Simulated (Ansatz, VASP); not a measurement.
## GaSb: VASP beside Ansatz

Wanted: the spread between two codes on one cell, functional and k mesh. The cell is taken from a series of runs on this material, whose earlier steps may have relaxed, scaled, displaced or heated it; both programs get it as it stands.

Main program and level: Ansatz 0.2.0; plane waves, with VASP 6.6.1 beside it; zone-centre phonons at LDA.

### 1. Set-up

Symmetry: I-4m2, No. 119, tetragonal system. The conventional cell has a = 4.320 Å, b = 4.320 Å, c = 5.867 Å, α = 90.00°, β = 90.00°, γ = 90.00°. Ga has 4 Sb at 2.61 Å nearest. Nearest to Sb lie 4 Ga at 2.61 Å. Farther neighbours are not listed.

### 2. Ansatz: zone-centre phonons, LDA

Ansatz runs on its PAW soft_1 files.

Second derivatives magnify differences that forces hide, and they need a tight electronic threshold.

Contents of input.yaml:

```yaml
crystal:
  lattice:
    - [0.0, 3.0546736833, 2.9336351522]
    - [3.0546736833, 0.0, 2.9336351522]
    - [3.0546736833, 3.0546736833, 0.0]
  atoms:
    - { symbol: Ga, position: [0.0, 0.0, 0.0] }
    - { symbol: Sb, position: [0.75, 0.75, 0.75] }
kpoints:
  mp_grid: { grid: [12, 12, 12] }
hamiltonian:
  xc: lda
  pseudopotentials: { kind: paw, azcp: { folder: soft_1 }, xc_functional: pbe }
scf:
  occupations: { method: methfessel_paxton, width: 0.2 }
output:
  eigenvalues: true
phonons:
  method: dfpt
```

Launch:

```console
ansatz run input.yaml --threads 4 --pin off --max-ram 10240MiB --backend cpu --events-out ev --progress --plain --runs-dir out
```

Numbers of over 12 decimals in the logs are rounded to 6 here.

What it wrote:

```text
zone centre: on kpoints.mp_grid the ground state, and the responses unless they are solved on pairs of k-points, stand on 280 of the mesh's 1728 k-points, reduced under 4 symmetry operations, with k and −k counted as one. Each operation leaves every solved displacement unchanged or reverses it
Engine: ansatz 0.2.0, x86_64-unknown-linux-gnu
Pseudopotentials: kind: paw
Pseudopotential: Ga, paw, valence charge 13, recommended cutoff 420 eV (normal), soft_1/Ga.paw.azcp
Pseudopotential: Sb, paw, valence charge 15, recommended cutoff 420 eV (normal), soft_1/Sb.paw.azcp
Functional definition: SPW92
  exchange = slater_x
  correlation = pw_c
Crystal: 2 atoms, lattice volume = 54.748 Å³
Basis set: ecut = 420 eV, 1057 PW (Γ), exchange–correlation on 60×60×60 points (8 copies of the dense FFT grid, shifted against one another)
Bands: 18, of which v1, the nominal top of the filled ones, is band 14 counted from 1 (13 counted from 0)
Symmetry: 8 space group operations
k-points: 280 of 1728 (irreducible under 4 space group operations, time reversal used)
Non-local potential: Ga, projectors of the file, l = 0: 2, l = 1: 2, l = 2: 3, l = 3: 1
Non-local potential: Sb, projectors of the file, l = 0: 2, l = 1: 2, l = 2: 2, l = 3: 1
PAW form: soft (Blöchl's): semilocal exchange-correlation on the pseudo side does not see the compensation charge
PAW frozen core: Ga, regenerated for the run's functional, and the local potential with it (the file was generated under x = pbe(κ = 0.804, μ = 0.219515), c = pbe(β = 0.066725))
PAW frozen core: Sb, regenerated for the run's functional, and the local potential with it (the file was generated under x = pbe(κ = 0.804, μ = 0.219515), c = pbe(β = 0.066725))
PAW one-centre angular grid: Ga, 590 points (default); XC on 64 Gauss nodes
PAW one-centre angular grid: Sb, 590 points (default); XC on 64 Gauss nodes
Initial density: superposition of atomic densities (chi_scale 0.1, normalization cell, long waves kept (reshape's long-wave potential 0.00 eV rms))
Initial wavefunctions: pseudopotential atomic-orbital guess
Functional: x = slater, c = lda
SCF iter   1: F=—  HF=-10043.242880 eV  |F-HF|=—  |Δ(HF+E_count)|=         —  Δρ=3.18e-2  dr2=4.59e-1  ethr=3.10e-3  ⟨swp⟩=5.5  Hψ=25864  notcnv=0
preconditioner: auto → Kerker (q_TF=auto, 2.440 Å⁻¹)  [metal: Δε(μ)=0.098 eV  Ē_g=15.003 eV  σ=0.200 eV  W_gap=0.40  n_scr=14 (ndim 8)  ℏωp=21.3 eV  f_vac=0.003  D(μ)=0.02/eV (n_scr^D=0)]
SCF iter   2: F=—  HF=-10043.175997 eV  |F-HF|=—  |Δ(HF+E_count)|=   6.69e-2  S|Δr|=    0.00e0  Δρ=2.02e-2  dr2=2.16e-1  ethr=1.64e-3  ⟨swp⟩=1.0  Hψ=7286  notcnv=0
SCF iter   3: F=—  HF=-10043.114865 eV  |F-HF|=—  |Δ(HF+E_count)|=   6.11e-2  S|Δr|=    0.00e0  Δρ=3.64e-3  dr2=1.56e-2  ethr=7.72e-4  ⟨swp⟩=2.4  Hψ=6184  notcnv=0
SCF iter   4: F=—  HF=-10043.113237 eV  |F-HF|=—  |Δ(HF+E_count)|=   1.63e-3  S|Δr|=    0.00e0  Δρ=1.78e-3  dr2=3.77e-3  ethr=5.56e-5  ⟨swp⟩=2.0  Hψ=6757  notcnv=0
SCF iter   5: F=—  HF=-10043.113455 eV  |F-HF|=—  |Δ(HF+E_count)|=   2.18e-4  S|Δr|=    0.00e0  Δρ=1.73e-3  dr2=1.19e-3  ethr=1.35e-5  ⟨swp⟩=2.0  Hψ=7561  notcnv=0
SCF iter   6: F=—  HF=-10043.112440 eV  |F-HF|=—  |Δ(HF+E_count)|=   1.02e-3  S|Δr|=    0.00e0  Δρ=2.94e-4  dr2=2.74e-5  ethr=4.27e-6  ⟨swp⟩=2.0  Hψ=7534  notcnv=0
SCF iter   7: F=—  HF=-10043.112503 eV  |F-HF|=—  |Δ(HF+E_count)|=   6.33e-5  S|Δr|=    0.00e0  Δρ=1.00e-4  dr2=3.88e-6  ethr=9.80e-8  ⟨swp⟩=2.0  Hψ=7565  notcnv=0
SCF iter   8: F=—  HF=-10043.112504 eV  |F-HF|=—  |Δ(HF+E_count)|=   5.04e-7  S|Δr|=    0.00e0  Δρ=1.82e-5  dr2=1.04e-7  ethr=1.39e-8  ⟨swp⟩=2.9  Hψ=9042  notcnv=0
SCF iter   9: F=—  HF=-10043.112503 eV  |F-HF|=—  |Δ(HF+E_count)|=   2.90e-7  S|Δr|=    0.00e0  Δρ=5.03e-6  dr2=1.65e-8  ethr=3.72e-10  ⟨swp⟩=2.0  Hψ=7540  notcnv=0
SCF iter  10: F=—  HF=-10043.112503 eV  |F-HF|=—  |Δ(HF+E_count)|=   1.35e-8  S|Δr|=    0.00e0  Δρ=1.27e-6  dr2=1.89e-9  ethr=5.91e-11  ⟨swp⟩=3.0  Hψ=8923  notcnv=0
SCF iter  11: F=—  HF=-10043.112503 eV  |F-HF|=—  |Δ(HF+E_count)|=  4.62e-10  S|Δr|=    0.00e0  Δρ=4.38e-7  dr2=2.11e-10  ethr=6.74e-12  ⟨swp⟩=2.4  Hψ=6942  notcnv=0
SCF iter  12: F=-10043.112503 eV  HF=-10043.112503 eV  |F-HF|=1.82e-12  |Δ(HF+E_count)|=  5.28e-11  S|Δr|=    0.00e0  Δρ=1.04e-7  dr2=7.36e-12  ethr=1.00e-12  ⟨swp⟩=5.0  Hψ=25377  notcnv=0
SCF 1 converged in 12 iterations: F = -10043.112503 eV  dr2 = 7.36e-12
  greatest PAW one-centre occupation: 0.996 electrons in one spin orbital (limit 2), on the Sb atom at site 1 (counted from 0), in its partial waves of l = 2
DFPT response loops at Γ: preconditioner auto → Kerker (q_TF=auto, 2.440 Å⁻¹) (partly filled bands, converged f_vac=0.066); β = 1.00, the filter's whole step (`scf.mixing.beta` (0.50) is not read by the response loops under this deck's `scf.mixing.preconditioner`; to damp them name `kerker` or `kerker_dos`, under which they read `scf.mixing.beta`, and type it under 1.00, their step now; both keys bind the ground state too); Broyden in place of MSR1
SCF converged after 12 iterations
Stability not checked: this state was not tested for a lower state beside it, because cold or Methfessel-Paxton smearing, or corrected tetrahedra, fill the levels in a way that the test cannot read (fill_not_monotonic; see scf.lower_state_search)
Free energy (F): -10043.112503 eV
Harris-Foulkes:  -10043.112503 eV  (|F-HF|=1.82e-12)
Internal energy: -10043.112995 eV  (E = F + TS)
E sigma→0 (E₀):  -10043.112626 eV
Entropy (-TS):   0.000491 eV (0.246 meV/atom)
Fermi energy:    8.214440 eV
Step filling:    the computed levels leave a gap of 0.0159 eV = 0.1 smearing widths at the electron count; against every level under it full and every level over it empty, smearing changes F+E_penalty+E_count by +0.126 meV and its σ→0 estimate by +3.41e-3 meV
--- Per-component energies (eV) ---
  E_band       = -253.363535
  E_kinetic    = 278.092040
  E_local      = -3327.112674  (includes V_loc(G=0)·N_el)
  E_nonlocal   = 303.112723
  E_hartree    = 1705.814844
  E_xc         = -161.695977
  E_vxc        = -147.842279  (∫ρ·V_xc dr)
  E_paw        = -6311.648220  (= ΣΔE_a)
  E_vpaw       = -771.242863  (= ΣTr[D̂ρ^β])
  E_aug_tail   = -0.000104  (compensation charges beyond the density's cutoff)
  E_ewald      = -2531.962917
  E_core_change = 2.287292  (= ΣΔE_core)
  E_smearing   = 0.000491  (= −TS)
  E_closure    = -0.000000  (closes the sum)
  Σ components = -10043.112503   (vs F -10043.112503, Δ=0.00e0)
--- Band table (eV; the first three rows and the last of 280) ---
  k-point 0: bands = [... 10 lower, -3.7548, 8.0180, 8.0180, 8.2304, 8.2463, 10.7893, 10.9094, 10.9094]
  k-point 1: bands = [... 10 lower, -3.6794, 6.7745, 7.8783, 8.0469, 9.0616, 10.9575, 11.0853, 11.1928]
  k-point 2: bands = [... 10 lower, -3.4577, 5.3185, 7.5642, 7.7658, 9.1268, 11.3900, 11.4534, 12.1293]
  k-point 279: bands = [... 10 lower, -1.0466, 1.1827, 5.2066, 5.2066, 8.6856, 9.0224, 17.0462, 17.0462]
--- Phonons (Γ-DFPT): 4 representative perturbations + reference, on 280 of 1728 k-points (Σ response iterations 12) ---
  k mesh reduced under 4 symmetry operations, with k and −k counted as one. Each operation leaves every solved displacement unchanged or reverses it
  ASR residual: 5.701e-5 → 0.000e0 eV/Å²; symmetrization residual: 4.223e-6 eV/Å²
  ASR residual per site (eV/Å²): 5.70e-5 4.27e-5
  Γ frequencies (cm⁻¹): 0.00 0.00 0.00 227.22 227.90 227.90
  non-analytic LO–TO correction: not included (Born effective charges unavailable; polar crystals: no LO–TO splitting at Γ)
```

(Part 1 of 2 ends here.)

[Lines on the potential files, build, host, timing and source positions are cut from VASP's logs without a mark.]

[Logs are printed without paths, hosts, clocks, repeated set-up lines and the standing remarks that a program may print on its own settings, such as how far it seeks lower states.]

[Hosts, paths, dates, database ids (printed as entryN), source tags and the programs' standing remarks are cut or masked in the printed files.]
